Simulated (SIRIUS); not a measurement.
Crystal: CdF2.

```
CELL_PARAMETERS angstrom
0.00000 2.69400 2.69400
2.69400 0.00000 2.69400
2.69400 2.69400 0.00000
ATOMIC_POSITIONS crystal
Cd 0.00000 0.00000 0.00000
F 0.75000 0.75000 0.75000
F 0.25000 0.25000 0.25000
```

Base run:

| Item | Value |
| --- | --- |
| Program | SIRIUS 7.12.0 |
| Functional | LDA |
| Potentials or basis | PseudoDojo 0.4.1 PBE standard (scalar relativistic) |
| Cutoff | 1388 eV |
| Density cutoff | 5552 eV |
| k mesh | 6 × 6 × 6 |
| Occupations | fermi-dirac, width 0.05 eV |
| Spin | no spin polarisation |

Its results: band gap on the k mesh 2.71 eV; pressure -5.3 GPa.

Task: The run is repeated on the same cell with these changes: functional from LDA to PBEsol; libxc names from ["XC_LDA_X", "XC_LDA_C_PW"] to ["XC_GGA_X_PBE_SOL", "XC_GGA_C_PBE_SOL"]. What comes out?

Result: Band gap on the k mesh 2.94 eV; pressure -0.3 GPa.

Caveats: the potentials were made for another functional, which shifts forces and pressure.

A k mesh can miss the band edges.

Not every run made on this cell is shown here.
